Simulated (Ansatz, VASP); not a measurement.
## Sc in VASP and in Ansatz

INCAR

```
PREC = Accurate
ENCUT = 520
EDIFF = 1E-6
ISMEAR = 0
SIGMA = 0.15
LREAL = F
LASPH = T
NELM = 80
ALGO = Fast
ISIF = 2
LWAVE = F
LCHARG = F
GGA = PS
NBANDS = 18
```

KPOINTS

```
Automatic mesh
0
Gamma
  18 18 10
```

Contents of POSCAR:

```
Sc
1.0
    3.3584298657      0.0000000000      0.0000000000
   -1.6792149328      2.9084855806      0.0000000000
    0.0000000000      0.0000000000      5.4260400000
Sc
2
Direct
    0.3333333333      0.6666666667      0.2500000000
    0.6666666667      0.3333333333      0.7500000000
```

Input for Ansatz:

```yaml
crystal:
  lattice:
    - [3.3584298657, 0.0, 0.0]
    - [-1.6792149328, 2.9084855806, 0.0]
    - [0.0, 0.0, 5.42604]
  atoms:
    - { symbol: Sc, position: [0.3333333333, 0.6666666667, 0.25] }
    - { symbol: Sc, position: [0.6666666667, 0.3333333333, 0.75] }
basis:
  ecutwfc: 420
kpoints:
  mp_grid: { grid: [18, 18, 10] }
hamiltonian:
  xc: pbesol
scf:
  occupations: { method: gaussian, width: 0.15 }
output:
  forces: true
  stress: true
  eigenvalues: true
```

Change from the starting cell: strain +0.015 along x and y, +0.030 along z, atoms carried along.

Alike in both runs: task single point; functional PBEsol; k mesh 18 × 18 × 10; occupations gaussian, width 0.15 eV; no spin polarisation.

|  | VASP | Ansatz |
| --- | --- | --- |
| version | VASP 6.6.1 | Ansatz 0.2.0 |
| potentials or method | VASP PAW PBE potentials, release 64 (Sc_sv) | scalar-relativistic, plane waves, PAW |
| plane-wave cutoff (eV) | 520 | 420 |
| valence electrons in the cell | 22 | 22 |

```tsv
	VASP	Ansatz	Ansatz less VASP
gap on the k mesh at the Fermi level (eV)	none	none	-
pressure (GPa)	-5.3	-5.3	-0.01
largest component of the traceless stress (GPa)	1.44	1.44	-0.004
```

A gap of «none» marks a metal or a gap that the smearing closes.

Caveats: the PAW data sets were made with another functional, which shifts forces and pressure a little (VASP).
